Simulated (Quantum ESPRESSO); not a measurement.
BAs under changes of volume

One of the cells (12.928 Å³/atom); the others are scaled copies at fixed shape and fractional positions:

```xyz
2
Lattice="2.9570 0.0000 0.0000 0.0000 2.9570 0.0000 0.0000 0.0000 2.9570" Properties=species:S:1:pos:R:3 pbc="T T T"
B     1.4785    1.4785    1.4785
As    0.0000    0.0000    0.0000
```

The cell was built by a generator and needn't be a form met in nature.

```yaml
Program: Quantum ESPRESSO 7.5
Functional: PBE
Potentials_or_basis: SSSP 1.3 efficiency PBE
Cutoff: 748 eV
Density_cutoff: 5987 eV
k_mesh: 9 × 9 × 9
Occupations: fermi-dirac, width 0.05 eV
Spin: no spin polarisation
```

```tsv
volume (Å³/atom)	energy over the lowest point (meV/atom)	pressure (GPa)
12.152	?	?
12.411	2.33	2.6
12.669	0.00	0.4
12.928	1.02	-1.6
13.186	5.02	-3.4
13.445	11.73	-5.1
13.704	20.97	-6.5
```

Q: What does the run at 12.152 Å³/atom give?

A: Energy over the lowest point 8.36 meV/atom; pressure 5.0 GPa.

Worked out: A Birch-Murnaghan fit of order 3 (a polynomial in V^(-2/3)) to the other rows has its minimum at 12.72 Å³/atom with B0 = V·E''(V) = 99 GPa and B' = 3.9. It gives 8.32 meV/atom at 12.152 Å³/atom, against the run's 8.36, and -dE/dV = 4.9 GPa, against 5.0.

Energies are extrapolated to zero smearing.
